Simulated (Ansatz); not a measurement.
Method: DFT PBE, scalar-relativistic, plane waves, PAW (Ansatz 0.2.0). Settings: cutoff 420 eV, Γ-centred meshes spaced at most about 0.3 Å⁻¹ (2π included), Gaussian smearing. No spin polarisation in the final relaxations.

These are static total energies at zero pressure.

Two forms of CdF2 were relaxed alike.

1.

```xyz
3
Lattice="3.7806 0.0000 0.0000 0.0000 3.7806 0.0000 0.0000 0.0000 3.2956" Properties=species:S:1:pos:R:3 pbc="T T T"
Cd    0.0000    0.0000    0.0000
F     1.8903    0.0000    1.0910
F     0.0000    1.8903    2.2046
```

2.

```xyz
3
Lattice="0.0000 2.7405 2.7405 2.7405 0.0000 2.7405 2.7405 2.7405 0.0000" Properties=species:S:1:pos:R:3 pbc="T T T"
Cd    2.7405    2.7405    2.7405
F     1.3703    1.3703    1.3703
F     4.1108    4.1108    4.1108
```

Question: Which form is favoured at zero pressure, and by what margin per atom?

Answer: Cell 2 is lower, by 167 meV/atom. Cell 1 has space group P-4m2 (No. 115), 15.7 Å³/atom and a gap of 2.65 eV on its mesh; cell 2 has the fluorite type, space group Fm-3m (No. 225), 13.7 Å³/atom and a gap of 2.92 eV. Counting F atoms around Cd (those within 1.25 times the shortest such distance or 1.15 times the sum of covalent radii, 1.27 where that leaves under three; the shortest distance is added where it exceeds 1.18 times the sum of covalent radii), cell 1 has Cd 4 and cell 2 has Cd 8 from 2.4 Å. The denser one is the lower, and pressure would at first widen the difference. In cell 1, around Cd lie 4 F at 2.18 Å; F is surrounded by 2 Cd at 2.18 Å. In cell 2, Cd has 8 F at 2.37 Å; F is surrounded by 4 Cd at 2.37 Å and 6 F at 2.74 Å. Both come from invented guesses. The part of the Crystallography Open Database at hand lists CdF2 in space group No. 225; sharing a group (Fm-3m) doesn't make a cell the listed structure.

Kohn–Sham gaps at this level usually fall short of measured ones. Cells relaxed within their symmetry can be saddle points. The Fm-3m cell of CdF2 came from shaking the P-4m2 one.
